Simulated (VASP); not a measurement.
CsSnI3, 5 atoms in the cell. It takes space group Pm-3m (No. 221, cubic). The conventional cell has a = 6.206 Å, b = 6.206 Å, c = 6.206 Å, α = 90.00°, β = 90.00°, γ = 90.00°. Cs (site symmetry m-3m) has 12 I at 4.39 Å as nearest neighbours. I (site symmetry 4/mmm) is surrounded by 2 Sn at 3.10 Å. Sn (site symmetry m-3m) is surrounded by 6 I at 3.10 Å. 

```yaml
Program: VASP 6.6.1
Task: relaxation of cell and atoms
Functional: PBE
Potentials_or_basis: VASP PAW PBE potentials, release 64 (Cs_sv, I, Sn_d)
Cutoff: 600 eV
k_mesh: 4 × 4 × 4
Occupations: fermi-dirac, width 0.05 eV
Spin: no spin polarisation
Further_INCAR_settings: ALGO = Normal; EDIFF = 1e-07; IBRION = 2; EDIFFG = -0.01; NSW = 40; ISIF = 3
```

Potentials or basis: VASP PAW PBE potentials, release 64 (Cs_sv, I, Sn_d).

Launch:

```bash
$ cat potpaw_PBE.64/Cs_sv/POTCAR potpaw_PBE.64/I/POTCAR potpaw_PBE.64/Sn_d/POTCAR > POTCAR
$ mpirun -np 1 vasp_std > vasp.out
```

Hardware: 1 thread of Intel(R) Xeon(R) 6975P-C (Granite Rapids) (shared host).

Q: How long does it take, and how much memory?

A: Wall time 96 s on 1 thread of Intel(R) Xeon(R) 6975P-C (Granite Rapids), on a shared host, peak memory 0.41 GiB. Counts: scf iterations 35, k points 10, ion steps 3.
